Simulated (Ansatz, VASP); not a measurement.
One calculation of MgO, two programs

The input INCAR:

```
SYSTEM = MgO
PREC = Accurate
ENCUT = 520
EDIFF = 1E-7
ISMEAR = 0
SIGMA = 0.1
LREAL = .False.
LASPH = .True.
NELM = 150
ALGO = Normal
ISIF = 2
LWAVE = .False.
LCHARG = .True.
ISPIN = 2
MAGMOM = 0 1
LORBIT = 11
GGA = PE
LELF = .True.
LVHAR = .True.
NBANDS = 15
```

KPOINTS

```
regular mesh
0
Gamma
  12 12 12
  0 0 0
```

POSCAR

```
MgO
1.0
    1.1811496351      0.6819370598      3.7621803193
   -1.1811496351      0.6819370598      3.7621803193
    0.0000000000     -1.3638741196      3.7621803193
Mg O
1 1
Direct
    0.0000000000      0.0000000000      0.0000000000
    0.5000000000      0.5000000000      0.5000000000
```

Input for Ansatz:

```yaml
crystal:
  lattice:
    - [1.1811496351, 0.6819370598, 3.7621803193]
    - [-1.1811496351, 0.6819370598, 3.7621803193]
    - [0.0, -1.3638741196, 3.7621803193]
  atoms:
    - { symbol: Mg, position: [0.0, 0.0, 0.0] }
    - { symbol: O, position: [0.5, 0.5, 0.5], spin: 1.0 }
basis:
  ecutwfc: 420
kpoints:
  mp_grid: { grid: [12, 12, 12] }
hamiltonian:
  xc: pbe
scf:
  occupations: { method: gaussian, width: 0.1 }
  lower_state_search: "off"
output:
  forces: true
  stress: true
  eigenvalues: true
  populations: true
magnetization:
  spin_polarized: true
```

Alike in both runs: task single point; functional PBE; k mesh 12 × 12 × 12; occupations gaussian, width 0.1 eV; collinear spin.

|  | VASP | Ansatz |
| --- | --- | --- |
| version | VASP 6.6.1 | Ansatz 0.2.0 |
| potentials or method | VASP PAW PBE potentials, release 64 (Mg, O) | scalar-relativistic, plane waves, PAW |
| plane-wave cutoff (eV) | 520 | 420 |
| valence electrons in the cell | 8 | 16 |

```tsv
	VASP	Ansatz	Ansatz less VASP
gap on the k mesh at the Fermi level (eV)	none	none	-
net moment per atom (μB)	0.08	0.08	0.000
size of the moment on the site where the two differ most (μB)	0.13	0.14	+0.014
```

Site moments also hang on the region over which each program counts them. A gap of «none» marks a metal or a gap that the smearing closes. The two sets of potentials don't hold the same shells in valence.
